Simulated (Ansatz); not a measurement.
# Tungsten, bcc under r²SCAN: convergence with the k-point mesh

A convergence test of the k-point mesh. The geometry was relaxed under r²SCAN beforehand and stays fixed; 8 values are run, from 2×2×2 to 20×20×20. Wanted are the values from which on the energy stays within 10 and 1 meV/atom, and the pressure within 0.5 GPa, of the last run. Within the series other settings stay, but some runs also write fields, which adds to their time. Spin polarisation is left out.

Method: DFT r²SCAN, plane waves with PAW, scalar-relativistic, in Ansatz 0.2.0.

### Step 1. Starting point

It takes space group Im-3m (No. 229, cubic). The conventional cell has a = 3.170 Å, b = 3.170 Å, c = 3.170 Å, α = 90.00°, β = 90.00°, γ = 90.00°. W (site symmetry m-3m) has 8 W at 2.74 Å as nearest neighbours.

Structure file:

```
CELL_PARAMETERS angstrom
-1.58480 1.58480 1.58480
1.58480 -1.58480 1.58480
1.58480 1.58480 -1.58480
ATOMIC_POSITIONS crystal
W 0.00000 0.00000 0.00000
```

### Step 2. k-mesh 2×2×2

The run at 2×2×2.

The input, input.yaml:

```yaml
crystal:
  lattice:
    - [-1.5848038465, 1.5848038465, 1.5848038465]
    - [1.5848038465, -1.5848038465, 1.5848038465]
    - [1.5848038465, 1.5848038465, -1.5848038465]
  atoms:
    - { symbol: W, position: [0.0, 0.0, 0.0] }
hamiltonian:
  xc: r2scan
  pseudopotentials:
    kind: paw
    azcp:
      W: "pseudopotentials/W.paw.azcp"
basis:
  ecutwfc: 500
  fft_grid_basis: typed
kpoints:
  mp_grid: { grid: [2, 2, 2], shift: [0, 0, 0] }
magnetization:
  spin_polarized: false
scf:
  occupations: { method: fermi_dirac, width: 0.1 }
  lower_state_search: "off"
output:
  stress: true
```

Started as:

```sh
ansatz run input.yaml --threads 2 --pin off --max-ram 5120MiB --backend cpu --events-out ev --progress --plain --runs-dir out
```

### Step 3. k-mesh 4×4×4

The run at 4×4×4.

input.yaml: that of step 2 with these lines changed.

```diff
@@ -17,3 +17,3 @@
 kpoints:
-  mp_grid: { grid: [2, 2, 2], shift: [0, 0, 0] }
+  mp_grid: { grid: [4, 4, 4], shift: [0, 0, 0] }
 magnetization:
```

### Step 4. k-mesh 5×5×5

The run at 5×5×5.

input.yaml: that of step 3 with these lines changed.

```diff
@@ -17,3 +17,3 @@
 kpoints:
-  mp_grid: { grid: [4, 4, 4], shift: [0, 0, 0] }
+  mp_grid: { grid: [5, 5, 5], shift: [0, 0, 0] }
 magnetization:
@@ -25 +25,5 @@
   stress: true
+  write_density: true
+  write_potential: true
+  elf: true
+  volumetric_format: npy
```

### Step 5. k-mesh 7×7×7

The run at 7×7×7.

input.yaml: that of step 4 with these lines changed.

```diff
@@ -17,3 +17,3 @@
 kpoints:
-  mp_grid: { grid: [5, 5, 5], shift: [0, 0, 0] }
+  mp_grid: { grid: [7, 7, 7], shift: [0, 0, 0] }
 magnetization:
@@ -25,5 +25 @@
   stress: true
-  write_density: true
-  write_potential: true
-  elf: true
-  volumetric_format: npy
```

### Step 6. k-mesh 9×9×9

The run at 9×9×9.

input.yaml: that of step 5 with these lines changed.

```diff
@@ -17,3 +17,3 @@
 kpoints:
-  mp_grid: { grid: [7, 7, 7], shift: [0, 0, 0] }
+  mp_grid: { grid: [9, 9, 9], shift: [0, 0, 0] }
 magnetization:
```

### Step 7. k-mesh 11×11×11

The run at 11×11×11.

input.yaml: that of step 6 with these lines changed.

```diff
@@ -17,3 +17,3 @@
 kpoints:
-  mp_grid: { grid: [9, 9, 9], shift: [0, 0, 0] }
+  mp_grid: { grid: [11, 11, 11], shift: [0, 0, 0] }
 magnetization:
```

### Step 8. k-mesh 15×15×15

The run at 15×15×15.

input.yaml: that of step 7 with these lines changed.

```diff
@@ -17,3 +17,3 @@
 kpoints:
-  mp_grid: { grid: [11, 11, 11], shift: [0, 0, 0] }
+  mp_grid: { grid: [15, 15, 15], shift: [0, 0, 0] }
 magnetization:
@@ -25 +25,5 @@
   stress: true
+  write_density: true
+  write_potential: true
+  elf: true
+  volumetric_format: npy
```

### Step 9. k-mesh 20×20×20

The run at 20×20×20.

input.yaml: that of step 8 with these lines changed.

```diff
@@ -17,3 +17,3 @@
 kpoints:
-  mp_grid: { grid: [15, 15, 15], shift: [0, 0, 0] }
+  mp_grid: { grid: [20, 20, 20], shift: [0, 0, 0] }
 magnetization:
```

(Steps that only read results are left out.)

What does the calculation give? Wanted: pressure at 20×20×20.

**Answer**, as computed:

| quantity | value |
| --- | --- |
| E(σ → 0) stays within 10 meV/atom of 20×20×20 | from 15×15×15 on |
| E(σ → 0) stays within 1 meV/atom | not reached before 20×20×20 |
| pressure stays within 0.5 GPa | from 9×9×9 on |
| pressure at 20×20×20 | -0.31 GPa |
| CPU time, dearest over cheapest | 7 |
| energy of a separate run on a finer mesh (23×23×23) | +1.4 meV/atom from 20×20×20 |

The far end, 2×2×2, lies +504.7 meV/atom and +12.6 GPa from the yardstick. Convergence in k is not monotonic; the energy swings about its limit. The energy has not settled to 1 meV/atom before the last mesh. Metals converge slowly, as the Fermi surface must be resolved. The yardstick itself is unsettled by 1.4 meV/atom against the finer mesh, so the thresholds above hold only within this series.
